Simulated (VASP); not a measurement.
ZrB3, 8 atoms in the cell. The structure is cubic, space group Pm-3n (No. 223). The conventional cell has a = 4.197 Å, b = 4.197 Å, c = 4.197 Å, α = 90.00°, β = 90.00°, γ = 90.00°. Zr (site symmetry m-3) is surrounded by 12 B at 2.35 Å. B (site symmetry -4m2) is surrounded by 2 B at 2.10 Å and 4 Zr at 2.35 Å. The cell was built by a generator and needn't be a form met in nature.

```yaml
Program: VASP 6.6.1
Task: relaxation of cell and atoms
Functional: r2SCAN
Potentials_or_basis: VASP PAW PBE potentials, release 64 (Zr_sv, B)
Cutoff: 600 eV
k_mesh: 4 × 4 × 4
Occupations: gaussian, width 0.1 eV
Spin: no spin polarisation
Dipole_correction: no
Further_INCAR_settings: ALGO = Normal; EDIFF = 1e-07; IBRION = 2; EDIFFG = -0.04; NSW = 90; ISIF = 3
```

Potentials or basis: VASP PAW PBE potentials, release 64 (Zr_sv, B).

Command:

```console
$ cat potpaw_PBE.64/Zr_sv/POTCAR potpaw_PBE.64/B/POTCAR > POTCAR
$ cp INCAR.step1 INCAR
$ mpirun -np 1 vasp_std > vasp.out
$ cp INCAR.step2 INCAR
$ mpirun -np 1 vasp_std > vasp.out
```

Hardware: 1 thread of Intel(R) Xeon(R) 6975P-C (Granite Rapids) (shared host).

Question: Estimate the wall time of this run.

Answer: Wall time 3.3 min on 1 thread of Intel(R) Xeon(R) 6975P-C (Granite Rapids) (shared host), peak memory 0.23 GiB. Counts: scf iterations 42, k points 10, ion steps 3.
